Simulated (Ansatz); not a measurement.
CoO:

```xyz
2
Lattice="0.0000 2.1315 2.1315 2.1315 0.0000 2.1315 2.1315 2.1315 0.0000" Properties=species:S:1:pos:R:3 pbc="T T T"
Co    0.0000    0.0000    0.0000
O     2.1315    2.1315    2.1315
```

| Property | Result |
| --- | --- |
| Program | Ansatz 0.2.0 |
| Task | relaxation of cell and atoms |
| Functional | exchange-only PBE |
| Potentials or basis | Ansatz PAW |
| Cutoff | 420 eV (not typed: the program's choice for these potentials) |
| k mesh | 11 × 11 × 11 |
| Occupations | fermi-dirac, width 0.05 eV |
| Spin | collinear spin, ferromagnetic start |
| Starting moments | [2.0, 0.0] μB |

At the start: volume 9.68 Å³/atom.

Problem. Where does the relaxation end?

Solution. It ends after 9 steps and the volume is 11.00 Å³/atom (+13.6 %); space group Fm-3m (No. 225, to 0.05 Å); moment 3.00 μB per cell.

Step by step:
```
step  energy change (eV)  largest force (eV/Å)  volume (Å³)
   1              0.0000                0.0000        19.37
   2             -0.1175                0.0000        20.68
   3             -0.1405                0.0000        21.61
   4             -0.1403                0.0000        21.75
   5             -0.1403                0.0000        21.75
   6             -0.1622                0.0000        21.75
   7             -0.1623                0.0000        21.98
   8             -0.1622                0.0000        22.01
   9             -0.1634                0.0000        22.01
```

Final structure:
```xyz
2
Lattice="0.0000 2.2242 2.2242 2.2242 0.0000 2.2242 2.2242 2.2242 0.0000" Properties=species:S:1:pos:R:3 pbc="T T T"
Co    0.0000    0.0000    0.0000
O     2.2242    2.2242    2.2242
```

Caveat: the plane-wave basis is chosen anew once the cell has moved, so the energies of steps on either side of that aren't comparable; the pressure holds a Pulay correction of +0.8 GPa for the finite cutoff; the volume moved by +14 % from the deposited cell, more than functionals usually miss; a cell with one magnetic atom can't hold antiferromagnetic order, which such compounds often take; the PAW data sets come from PBE, with cores solved anew for the run's functional, which leaves a small shift of forces and pressure.
